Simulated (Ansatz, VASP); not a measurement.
ZnSe in VASP and in Ansatz

```xyz
2
Lattice="0.0000 2.8166 2.8166 2.8166 0.0000 2.8166 2.8166 2.8166 0.0000" Properties=species:S:1:pos:R:3 pbc="T T T"
Zn    0.0000    0.0000    0.0000
Se    4.2249    4.2249    4.2249
```

Alike in both runs: functional PBEsol; k mesh 8 × 8 × 8; no spin polarisation.

Ansatz relaxed the structure, and its values are those at the end. VASP's run is a single point on that final structure, the one shown.

|  | VASP | Ansatz |
| --- | --- | --- |
| version | VASP 6.6.1 | Ansatz 0.2.0 |
| potentials or method | VASP PAW PBE potentials, release 64 (Zn, Se) | scalar-relativistic, plane waves, PAW |
| plane-wave cutoff (eV) | 520 | 420 |
| occupations | gaussian, width 0.01 eV | fixed |
| valence electrons in the cell | 18 | 28 |

|  | VASP | Ansatz | Ansatz less VASP |
| --- | --- | --- | --- |
| gap on the k mesh at the Fermi level (eV) | 1.24 | 1.24 | -0.004 |
| least direct gap on the mesh (eV) | 1.24 | 1.24 | -0.004 |
| pressure (GPa) | 0.3 | 0.0 | -0.27 |

The two sets of potentials don't hold the same shells in valence.

Caveats: the PAW data sets were made with another functional, which shifts forces and pressure a little (VASP).
